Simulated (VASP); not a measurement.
Wanted: the native input for a VASP 6.6.1 run.

```
Task                   : single point
Functional             : PBE
Potentials or basis    : VASP PAW PBE potentials, release 64 (Li_sv)
Cutoff                 : 520 eV
k mesh                 : 8 × 8 × 8
Occupations            : gaussian, width 0.05 eV
Spin                   : no spin polarisation
Dipole correction      : no
Further INCAR settings : ALGO = Fast; EDIFF = 1e-06; NBANDS = 8
```

The structure of Li lies in POSCAR:

```
Li
1.0
   -1.7450000000      1.7450000000      1.7450000000
    1.7450000000     -1.7450000000      1.7450000000
    1.7450000000      1.7450000000     -1.7450000000
Li
1
Direct
    0.0000000000      0.0000000000      0.0000000000
```

These files were run (other wordings do the same):

INCAR

```
SYSTEM = Li
  PREC = Accurate
  ENCUT = 520
  EDIFF = 1E-6
  ISMEAR = 0
  SIGMA = 0.05
  LREAL = .FALSE.
  LASPH = .TRUE.
  NELM = 60
  ALGO = Fast
  ISIF = 2
  LWAVE = .FALSE.
  LCHARG = .TRUE.
  GGA = PE
  LELF = .TRUE.
  LVHAR = .TRUE.
  NBANDS = 8
```

KPOINTS

```
regular mesh
0
G
  8 8 8
  0 0 0
```

Potentials or basis: VASP PAW PBE potentials, release 64 (Li_sv).

Run with:

```bash
$ cat potpaw_PBE.64/Li_sv/POTCAR > POTCAR
$ mpirun -np 1 vasp_std > vasp.out
```

It gave:

```yaml
Band_gap_on_the_k_mesh: none (metal or under the smearing width)
```

Wall time 4.5 s on 1 thread of Intel(R) Xeon(R) 6975P-C (Granite Rapids) (shared host), peak memory 0.13 GiB.
